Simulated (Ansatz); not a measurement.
## GaAs: pressure against volume

Reference cell: a COD entry, whose atoms a relaxation with PBE at fixed cell left in place.

```yaml
crystal:
  lattice:
    - [0.00000, 2.82685, 2.82685]
    - [2.82685, 0.00000, 2.82685]
    - [2.82685, 2.82685, 0.00000]
  atoms:
    - { symbol: Ga, position: [0.00000, 0.00000, 0.00000] }
    - { symbol: As, position: [0.25000, 0.25000, 0.25000] }
```

Atoms are numbered from 1 in the order listed; like atoms form one site, named after its first atom.

All values are calculated (Ansatz; DFT, PBE, plane waves and PAW, scalar-relativistic, 420 eV cutoff, Γ-centred 13×13×13 k-points, Fermi–Dirac smearing 0.02 eV), not measured.

The cell is scaled uniformly, and the ions relax again at each size.

```
V/V₀  pressure (GPa)
0.94             8.7
0.96             6.7
0.98             4.9
1.00             3.3
1.02             1.9
1.04             0.6
1.06               ?
```

(1) Estimate the row at V/V₀ = 1.06, the equilibrium volume and the bulk modulus.

## Answers

(1) pressure (GPa): -0.6. Worked: a parabola in ln(V/V₀) through the other 6 rows gives -0.6 GPa there. It crosses zero pressure at V/V₀ = 1.050, the equilibrium volume of this functional, where the bulk modulus is B = −dP/d ln V = 59 GPa.
